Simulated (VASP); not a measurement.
# Zr (P6_3/mmc) in VASP: further runs

One crystal, Zr, is run at these levels: PBEsol, LDA, PBE, PBE+D3(BJ); tasks: relaxation of cell and atoms.

Program: VASP 6.6.1. These are calculated values, not measurements. Logs are shortened: lines on timing, memory, paths and dates and some standing lists are left out, and cuts for length are marked.

## Step 1: The crystal as given

The structure is hexagonal, space group P6_3/mmc (No. 194). Conventional cell: a = 3.239 Å, b = 3.239 Å, c = 5.172 Å, α = 90.00°, β = 90.00°, γ = 120.00°. Zr (site symmetry -6m2) is surrounded by 12 Zr at 3.19 to 3.24 Å.

## Step 2: Relaxation of cell and atoms, PBEsol

Contents of INCAR:

```
SYSTEM = Zr
  ALGO = Normal
  EDIFF = 1E-7
  EDIFFG = -0.005
  ENCUT = 600
  GGA = PS
  IBRION = 2
  ISIF = 3
  ISMEAR = 0
  LASPH = .TRUE.
  LCHARG = .FALSE.
  LREAL = .FALSE.
  LWAVE = .FALSE.
  NELM = 60
  NSW = 90
  PREC = Accurate
  SIGMA = 0.1
```

Contents of KPOINTS:

```
k-points
0
G
  15 15 8
  0 0 0
```

Contents of POSCAR:

```
Zr
1.0
    3.2392314100      0.0000000000      0.0000000000
   -1.6196157100      2.8052566900      0.0000000000
    0.0000000000      0.0000000000      5.1722200000
Zr
2
Direct
    0.3333333300      0.6666666700      0.2500000000
    0.6666666700      0.3333333300      0.7500000000
```

Potentials or basis: VASP PAW PBE potentials, release 64 (Zr_sv).

Command:

```
$ cat potpaw_PBE.64/Zr_sv/POTCAR > POTCAR
$ mpirun -np 1 vasp_std > vasp.out
```

OUTCAR:

```text
SYSTEM = Zr
   EDIFF = 1E-7
   EDIFFG = -0.005
   ENCUT = 600
   GGA = PS
   IBRION = 2
   ISIF = 3
   ISMEAR = 0
   LASPH = .TRUE.
   LREAL = .FALSE.
   NELM = 60
   NSW = 90
   PREC = Accurate

 ion  position               nearest neighbor table
   1  0.333  0.667  0.250-   2 3.19   2 3.19   2 3.19   2 3.19   2 3.19   2 3.19
   2  0.667  0.333  0.750-   1 3.19   1 3.19   1 3.19   1 3.19   1 3.19   1 3.19

  LATTYP: Found a hexagonal cell.
 ALAT       =     3.2392314100
 C/A-ratio  =     1.5967429755

  Lattice vectors:

 A1 = (   3.2392314100,   0.0000000000,   0.0000000000)
 A2 = (  -1.6196157100,   2.8052566900,   0.0000000000)
 A3 = (   0.0000000000,   0.0000000000,   5.1722200000)

Analysis of symmetry for initial positions (statically):
=====================================================================
 Subroutine PRICEL returns:
 Original cell was already a primitive cell.

 Routine SETGRP: Setting up the symmetry group for a
 hexagonal supercell.

 Subroutine GETGRP returns: Found 24 space group operations
 (whereof 12 operations were pure point group operations)
 out of a pool of 24 trial point group operations.

The static configuration has the point symmetry D_3d.
 The point group associated with its full space group is D_6h.

Analysis of symmetry for dynamics (positions and initial velocities):
=====================================================================
 Subroutine PRICEL returns:
 Original cell was already a primitive cell.

 Routine SETGRP: Setting up the symmetry group for a
 hexagonal supercell.

 Subroutine GETGRP returns: Found 24 space group operations
 (whereof 12 operations were pure point group operations)
 out of a pool of 24 trial point group operations.

The dynamic configuration has the point symmetry D_3d.
 The point group associated with its full space group is D_6h.

 Subroutine INISYM returns: Found 24 space group operations
 (whereof 12 operations are pure point group operations),
 and found     1 'primitive' translations

----------------------------------------------------------------------------------------

                                     Primitive cell

  volume of cell :      46.9993

  direct lattice vectors                    reciprocal lattice vectors
     3.239231410  0.000000000  0.000000000     0.308715208  0.178236809  0.000000000
    -1.619615710  2.805256690  0.000000000     0.000000000  0.356473617  0.000000000
     0.000000000  0.000000000  5.172220000     0.000000000  0.000000000  0.193340577

  length of vectors
     3.239231410  3.239231413  5.172220000     0.356473618  0.356473617  0.193340577

  position of ions in fractional coordinates (direct lattice)
     0.333333330  0.666666670  0.250000000
     0.666666670  0.333333330  0.750000000

  ion indices of the primitive-cell ions
   primitive index   ion index
                 1           1
                 2           2

----------------------------------------------------------------------------------------

 KPOINTS: k-points

Automatic generation of k-mesh.
 Grid dimensions read from file:
 generate k-points for:   15   15    8

 Generating k-lattice:

  Cartesian coordinates                     Fractional coordinates (reciprocal lattice)
     0.020581014  0.011882454  0.000000000     0.066666667 -0.000000000  0.000000000
     0.000000000  0.023764908  0.000000000     0.000000000  0.066666667  0.000000000
     0.000000000  0.000000000  0.024167572     0.000000000  0.000000000  0.125000000

  Length of vectors
     0.023764908  0.023764908  0.024167572

  Shift w.r.t. Gamma in fractional coordinates (k-lattice)
     0.000000000  0.000000000  0.000000000

 Subroutine IBZKPT returns following result:
 ===========================================

 Found    135 irreducible k-points:

 Following reciprocal coordinates:
            Coordinates               Weight
  0.000000  0.000000  0.000000      1.000000
  0.066667 -0.000000  0.000000      6.000000
  0.133333 -0.000000  0.000000      6.000000
  0.200000  0.000000  0.000000      6.000000
  0.266667 -0.000000  0.000000      6.000000
  0.333333 -0.000000  0.000000      6.000000
[... 16 lines left out ...]
  0.333333  0.200000  0.000000     12.000000
  0.400000  0.200000  0.000000      6.000000
 [... further k-points ...]
   k-points           NKPTS =    135   k-points in BZ     NKDIM =    135   number of bands    NBANDS=     16
   number of dos      NEDOS =    301   number of ions     NIONS =      2
   total plane-waves  NPLWV =  32928
   dimension x,y,z NGX =    28 NGY =   28 NGZ =   42
   dimension x,y,z NGXF=    56 NGYF=   56 NGZF=   84
   ions per type =               2
   NGX,Y,Z   is equivalent  to a cutoff of  14.37, 14.37, 13.50 a.u.
   NGXF,Y,Z  is equivalent  to a cutoff of  28.74, 28.74, 27.00 a.u.
 SYSTEM =  Zr
   PREC   = accura    normal or accurate (medium, high low for compatibility)
   ISTART =      0    job   : 0-new  1-cont  2-samecut
   ICHARG =      2    charge: 1-file 2-atom 10-const
   ISPIN  =      1    spin polarized calculation?
   LNONCOLLINEAR =      F non collinear calculations
   LSORBIT =      F    spin-orbit coupling
   LASPH  =      T    aspherical Exc in radial PAW
   ENCUT  =  600.0 eV  44.10 Ry    6.64 a.u.   6.47  6.47 10.33*2*pi/ulx,y,z
   NELM   =     60;   NELMIN=  2; NELMDL= -5     # of ELM steps
   EDIFF  = 0.1E-06   stopping-criterion for ELM
   LREAL  =      F    real-space projection
   EDIFFG = -.5E-02   stopping-criterion for IOM
   NSW    =     90    number of steps for IOM
   IBRION =      2    ionic relax: 0-MD 1-quasi-New 2-CG
   NFREE  =      1    steps in history (QN), initial steepest desc. (CG)
   ISIF   =      3    stress and relaxation
   ISYM   =      2    0-nonsym 1-usesym 2-fastsym
   POTIM  = 0.5000    time-step for ionic-motion
   TEBEG  =    0.0;   TEEND  =   0.0 temperature during run
   PSTRESS=    0.0 pullay stress
   NELECT =      24.0000    total number of electrons
   NUPDOWN=      -1.0000    fix difference up-down
   EMIN   =  10.00;   EMAX   =-10.00  energy-range for DOS
   EFERMI =   0.00;   METHOD = LEGACY
   ISMEAR =     0;   SIGMA  =   0.10  broadening in eV -4-tet -1-fermi 0-gaus
   EFERMI_NEDOS =   21; number of points for ismear=-14 and -15
   IALGO  =     38    algorithm
   IMIX   =      4    mixing-type and parameters
     AMIX     =   0.40;   BMIX     =  1.00
     AMIX_MAG =   1.60;   BMIX_MAG =  1.00
  volume/ion in A,a.u.               =      23.50       158.58
  Fermi-wavevector in a.u.,A,eV,Ry     =   1.308523  2.472750 23.296340  1.712233
  Thomas-Fermi vector in A             =   2.439184
   LORBIT       =      0    0 simple, 1 ext, 2 COOP (PROOUT), +10 PAW based schemes
   GGA     = PS    functional components
   LHFCALC =     F    Hartree Fock is set to
   AEXX    =    0.0000 exact exchange contribution
   IVDW    =     0    specifies the selected vdW correction
   LEPSILON=     F    determine dielectric tensor
   LRPA    =     F    only Hartree local field effects (RPA)
 conjugate gradient relaxation of ions
 non-spin polarized calculation
 Gauss-broadening in eV      SIGMA  =   0.10
  energy-cutoff  :      600.00
  volume of cell :       47.00
 maximum number of plane-waves:      1592
 NGX is ok and might be reduce to    28
   NGX = 13   NGY = 13   NGZ = 21

--------------------------------------- Ionic step        1  -------------------------------------------

 number of electron      24.0000000 magnetization

 Free energy of the ion-electron system (eV)
  ---------------------------------------------------
  ext. energy  EPLUGINS =         0.00000000
  ---------------------------------------------------
  free energy    TOTEN  =       -18.14167967 eV

  energy without entropy =      -18.13153780  energy(sigma->0) =      -18.13660873

------------------------ aborting loop because EDIFF is reached ----------------------------------------

  FORCE on cell =-STRESS in cart. coord.  units (eV):
  Direction    XX          YY          ZZ          XY          YZ          ZX
  --------------------------------------------------------------------------------------
  -------------------------------------------------------------------------------------
  Total       -1.2122293     -1.2122293     -1.1683698      0.0000000      0.0000000      0.0000000
  in kB      -41.3241355    -41.3241355    -39.8289951      0.0000001      0.0000000      0.0000000
  external PRESSURE =     -40.8257554 kB  Pullay stress =       0.0000000 kB
[... 89 lines left out ...]
  FREE ENERGIE OF THE ION-ELECTRON SYSTEM (eV)
  ---------------------------------------------------
  free  energy   TOTEN  =       -18.1683607987 eV

  energy  without entropy=      -18.1581722829  energy(sigma->0) =      -18.16326654

[... ionic steps 4 to 7 ...]

--------------------------------------- Ionic step        8  -------------------------------------------

 number of electron      24.0000000 magnetization

------------------------ aborting loop because EDIFF is reached ----------------------------------------

  FORCE on cell =-STRESS in cart. coord.  units (eV):
  Direction    XX          YY          ZZ          XY          YZ          ZX
  --------------------------------------------------------------------------------------
  -------------------------------------------------------------------------------------
  Total        0.0149984      0.0149984      0.0150187     -0.0000000      0.0000000     -0.0000000
  in kB        0.5348635      0.5348635      0.5355872     -0.0000000      0.0000000     -0.0000000
  external PRESSURE =       0.5351048 kB  Pullay stress =       0.0000000 kB
[... 57 lines left out ...]
  energy  without entropy=      -18.1584690960  energy(sigma->0) =      -18.16358047

--------------------------------------- Ionic step       10  -------------------------------------------

 number of electron      24.0000000 magnetization

 Free energy of the ion-electron system (eV)
  ---------------------------------------------------
  ext. energy  EPLUGINS =         0.00000000
  ---------------------------------------------------
  free energy    TOTEN  =       -18.16869643 eV

  energy without entropy =      -18.15847322  energy(sigma->0) =      -18.16358482

 E-fermi :   9.2782     XC(G=0): -11.3641

 val. band max:        9.2778856856   @ k =   0.3333   0.3333   0.5000
 cond. band min:       9.2822960338   @ k =   0.2000   0.1333   0.3750
 fundamental gap:      0.0044103482
 Fermi energy:         9.2782261233

 k-point     1 :       0.0000    0.0000    0.0000
  band No.  band energies     occupation
      1     -39.4055      2.00000
      2     -39.2310      2.00000
      3     -18.0157      2.00000
      4     -17.0347      2.00000
      5     -17.0347      2.00000
      6     -16.8980      2.00000
[... 8 lines left out ...]
     15      10.8471      0.00000
     16      10.8471      0.00000
[... 420 lines left out ...]
  band No.  band energies     occupation
      1     -39.2260      2.00000
      2     -39.1906      2.00000
      3     -17.7581      2.00000
      4     -17.5751      2.00000
      5     -17.4527      2.00000
      6     -17.4239      2.00000
[... 8 lines left out ...]
     15      10.9015      0.00000
     16      13.6212      0.00000

 [... further k-points ...]

------------------------ aborting loop because EDIFF is reached ----------------------------------------

  FORCE on cell =-STRESS in cart. coord.  units (eV):
  Direction    XX          YY          ZZ          XY          YZ          ZX
  --------------------------------------------------------------------------------------
  -------------------------------------------------------------------------------------
  Total        0.0007216      0.0007216     -0.0013036     -0.0000000     -0.0000000     -0.0000000
  in kB        0.0257199      0.0257199     -0.0464616     -0.0000000     -0.0000000     -0.0000000
  external PRESSURE =       0.0016594 kB  Pullay stress =       0.0000000 kB
[... 17 lines left out ...]
  FREE ENERGIE OF THE ION-ELECTRON SYSTEM (eV)
  ---------------------------------------------------
  free  energy   TOTEN  =       -18.1686964341 eV

  energy  without entropy=      -18.1584732158  energy(sigma->0) =      -18.16358482

 reached required accuracy - stopping structural energy minimisation
```

Run time: 5.9 min. Hardware: 1 thread of AMD EPYC 9R45 (Zen 5), shared host; peak memory 0.23 GiB.

Results:

```yaml
Free_energy: -18.1687 eV
Relaxed_volume: 22.48 Å³/atom
Relaxed_cell: a = 3.184 Å, b = 3.184 Å, c = 5.119 Å, α = 90.00°, β = 90.00°, γ = 120.00°
Space_group_after_relaxing_to_0.05_Å: P6_3/mmc (No. 194)
Energy_gained_by_relaxing: 13.5 meV/atom
Ionic_steps: 10
Pressure_after_relaxing: 0.0 GPa
Band_gap_on_the_k_mesh: none (metal or under the smearing width)
```

The path:
| step | energy change (eV) | largest force (eV/Å) | pressure (GPa) | volume (Å³) |
| --- | --- | --- | --- | --- |
| 1 | 0.0000 | 0.0000 | -4.08 | 47.00 |
| 2 | 0.0007 | 0.0000 | 4.68 | 43.04 |
| 3 | -0.0267 | 0.0000 | -0.03 | 44.99 |
| 4 | -0.0267 | 0.0000 | 0.06 | 44.95 |
| 5 | -0.0270 | 0.0000 | 0.05 | 44.94 |
| 6 | -0.0270 | 0.0000 | 0.05 | 44.93 |
| 7 | -0.0270 | 0.0000 | 0.05 | 44.93 |
| 8 | -0.0270 | 0.0000 | 0.05 | 44.93 |
| 9 | -0.0270 | 0.0000 | -0.06 | 44.98 |
| 10 | -0.0270 | 0.0000 | 0.00 | 44.95 |

Final structure:
```cif
data_structure
_symmetry_space_group_name_H-M 'P 1'
_symmetry_Int_Tables_number 1
_cell_length_a 3.1843
_cell_length_b 3.1843
_cell_length_c 5.1189
_cell_angle_alpha 90.000
_cell_angle_beta 90.000
_cell_angle_gamma 120.000
_cell_volume 44.95
loop_
_atom_site_label
_atom_site_type_symbol
_atom_site_fract_x
_atom_site_fract_y
_atom_site_fract_z
_atom_site_occupancy
Zr1 Zr 0.33333 0.66667 0.25000 1
Zr2 Zr 0.66667 0.33333 0.75000 1
```

Levels at points of the mesh, in eV from the Fermi level:
```tsv
k point	band 9	band 10	band 11	band 12	band 13	band 14	band 15	band 16
(0.00, 0.00, 0.00)	-5.75	-3.16	0.86	0.86	0.93	1.23	1.57	1.57
(0.00, 0.00, 0.50)	-4.02	-4.02	-0.02	-0.02	0.78	0.78	0.78	0.78
```

Caveat: the PAW data sets were made with another functional, which shifts forces and pressure a little.

## Step 3: Relaxation of cell and atoms, LDA

INCAR, as its differences from that of step 2:

```diff
@@ -5,3 +5,2 @@
   ENCUT = 600
-  GGA = PS
   IBRION = 2
```

KPOINTS is that of step 2.

POSCAR is that of step 2.

Potentials or basis: VASP PAW LDA potentials, release 64 (Zr_sv).

Command:

```
$ cat potpaw_LDA.64/Zr_sv/POTCAR > POTCAR
$ mpirun -np 1 vasp_std > vasp.out
```

It took 5.3 min on 1 thread of AMD EPYC 9R45 (Zen 5), shared host; peak memory 0.21 GiB.

It converged, with:

```yaml
Free_energy: -18.5903 eV
Relaxed_volume: 21.79 Å³/atom
Relaxed_cell: a = 3.143 Å, b = 3.143 Å, c = 5.095 Å, α = 90.00°, β = 90.00°, γ = 120.00°
Space_group_after_relaxing_to_0.05_Å: P6_3/mmc (No. 194)
Energy_gained_by_relaxing: 38.1 meV/atom
Ionic_steps: 8
Pressure_after_relaxing: 0.0 GPa
Band_gap_on_the_k_mesh: none (metal or under the smearing width)
```

Step by step:
```csv
step,energy change (eV),largest force (eV/Å),pressure (GPa),volume (Å³)
1,0.0000,0.0000,-6.81,47.00
2,0.0058,0.0000,8.70,40.52
3,-0.0748,0.0000,-0.08,43.70
4,-0.0748,0.0000,0.07,43.64
5,-0.0759,0.0000,0.05,43.61
6,-0.0762,0.0000,0.04,43.59
7,-0.0763,0.0000,0.03,43.58
8,-0.0763,0.0000,0.03,43.58
```

Final structure:
```
Zr
1.0
     3.14274    0.00000    0.00000
    -1.57137    2.72169    0.00000
     0.00000    0.00000    5.09528
Zr
2
Direct
  0.33333 0.66667 0.25000
  0.66667 0.33333 0.75000
```

Levels at points of the mesh, in eV from the Fermi level:
| k point | band 10 | band 11 | band 12 | band 13 | band 14 | band 15 |
| --- | --- | --- | --- | --- | --- | --- |
| (0.00, 0.00, 0.00) | -3.23 | 0.84 | 0.86 | 0.86 | 1.37 | 1.57 |
| (0.00, 0.00, 0.50) | -4.00 | -0.05 | -0.05 | 0.79 | 0.79 | 0.79 |

[end of part 1 of 2]
